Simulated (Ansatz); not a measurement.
Ta2C: band structure with PBEsol

Ta2C:

```
Ta C
1.0
     3.10590    0.00000    0.00000
    -1.55295    2.68979    0.00000
     0.00000    0.00000    4.94640
Ta C
2 1
Direct
  0.66667 0.33333 0.74799
  0.33333 0.66667 0.25201
  0.00000 0.00000 0.00000
```

```yaml
Program: Ansatz 0.2.0
Task: band structure
Functional: PBEsol
Potentials_or_basis: Ansatz PAW
Cutoff: "420 eV (not typed: the program's choice for these potentials)"
k_mesh: 10 × 10 × 6
Occupations: fermi-dirac, width 0.05 eV
Spin: spin-orbit coupling, no magnetisation
Path: "[[\"G\", \"M\", \"K\", \"G\", \"A\", \"L\", \"H\", \"A\"], [\"L\", \"M\"], [\"K\", \"H\"]]"
Points_for_each_segment_of_the_path: 14
```

The pressure is -3.5 GPa, the largest force is 0.036 eV/Å and the band gap on the k mesh is none (metal or under the smearing width).

Forces on the atoms (eV/Å):
```
Ta   0.000  0.000  0.036
Ta   0.000  0.000 -0.036
C    0.000  0.000  0.000
```

Stress tensor (GPa, compression positive):
```
-3.38  0.00  0.00
 0.00 -3.38  0.00
 0.00  0.00 -3.83
```

Levels at the corners of the path, in eV from the Fermi level:
```csv
point,band 28,band 29,band 30,band 31,band 32,band 33
Γ,-0.10,0.20,0.20,0.74,0.74,1.08
M,-1.83,-0.33,-0.33,3.17,3.17,3.54
K,-1.85,-1.74,-1.74,2.50,2.50,2.58
Γ,-0.10,0.20,0.20,0.74,0.74,1.08
A,-1.62,-0.47,-0.47,-0.11,-0.11,2.86
L,-1.21,-1.04,-1.04,1.55,1.55,1.57
H,-1.30,-1.07,-1.07,1.24,1.24,2.36
A,-1.62,-0.47,-0.47,-0.11,-0.11,2.86
L,-1.21,-1.04,-1.04,1.55,1.55,1.57
M,-1.83,-0.33,-0.33,3.17,3.17,3.54
K,-1.85,-1.74,-1.74,2.50,2.50,2.58
H,-1.30,-1.07,-1.07,1.24,1.24,2.36
```

Wall time 27 s on 2 threads of Arm Neoverse V2, with other jobs on the host, peak memory 0.53 GiB.

Caveat: the PAW data sets come from PBE, with cores solved anew for the run's functional, which leaves a small shift of forces and pressure.
